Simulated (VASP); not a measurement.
# InAs: molecular dynamics with a thermostat, by thermostat

InAs, F-43m (no. 216), 8 atoms in the cell. PBE, molecular dynamics; PAW potentials In, As (PBE set).

| Thermostat | Mean temperature (K) | Rise of the mean potential energy above the start (meV/atom) | Electronic steps per ionic step after the first | Time (s) |
|---|---|---|---|---|
| none (NVE) | 146 | 17.5 | 4.0 | 617 |
| Nose, MDALGO 0, SMASS 0 | 299 | 38.1 | 4.0 | 529 |
| Nose-Hoover, SMASS 1 | 275 | 34.6 | 4.0 | 513 |
| Nose-Hoover, SMASS 0.1 | 300 | 40.8 | 4.0 | 511 |
| Andersen, probability 0.05 | 319 | 32.9 | 4.1 | 572 |
| Andersen, probability 0.01 | 262 | 32.0 | 4.0 | 517 |
| Langevin, friction 5/ps | 344 | 40.8 | 4.0 | 532 |
| Langevin on one species | 241 | 29.5 | 4.0 | 602 |
| Nose-Hoover chain of 4, period 10 steps, NRESPA 2, NS 3 | 306 | 37.0 | 4.0 | 509 |
| Nose-Hoover chain of 3, period 20 steps | 305 | 38.4 | 4.0 | 463 |
| CSVR, period 5 steps | 295 | 36.6 | 4.0 | 454 |

Limits: 1200 fs of 8 atoms are too short for converged averages.

## Input of the first row

INCAR:
```
GGA = PE
PREC = Normal
ENCUT = 210
EDIFF = 1E-5
NELMIN = 4
NELM = 60
ALGO = Normal
LREAL = Auto
LASPH = T
ISMEAR = 0
SIGMA = 0.05
ISYM = 0
LWAVE = F
LCHARG = F
IBRION = 0
NSW = 400
POTIM = 3.0
TEBEG = 300
TEEND = 300
ISIF = 2
RANDOM_SEED = 126134 0 0
MDALGO = 1
ANDERSEN_PROB = 0.0
KPAR = 4
```

KPOINTS:
```
k-points
0
Monkhorst-Pack
  2 2 2
```

POSCAR:
```
InAs
1.0
    6.0360000000      0.0000000000      0.0000000000
    0.0000000000      6.0360000000      0.0000000000
    0.0000000000      0.0000000000      6.0360000000
In As
4 4
Direct
    0.0000000000      0.0000000000      0.0000000000
    0.0000000000      0.5000000000      0.5000000000
    0.5000000000      0.0000000000      0.5000000000
    0.5000000000      0.5000000000      0.0000000000
    0.2500000000      0.2500000000      0.2500000000
    0.2500000000      0.7500000000      0.7500000000
    0.7500000000      0.2500000000      0.7500000000
    0.7500000000      0.7500000000      0.2500000000
```

Commands:
```
cat potpaw_PBE.64/In/POTCAR potpaw_PBE.64/As/POTCAR > POTCAR
mpirun -np 4 vasp_std > vasp.out
```

Changes of the last row against the first:
```
- MDALGO = 1
- ANDERSEN_PROB = 0.0
+ MDALGO = 5
+ CSVR_PERIOD = 5
```

VASP 6.6.1 took 617 s on 4 cores (Intel Xeon Platinum 8488C (Sapphire Rapids)), a shared host.
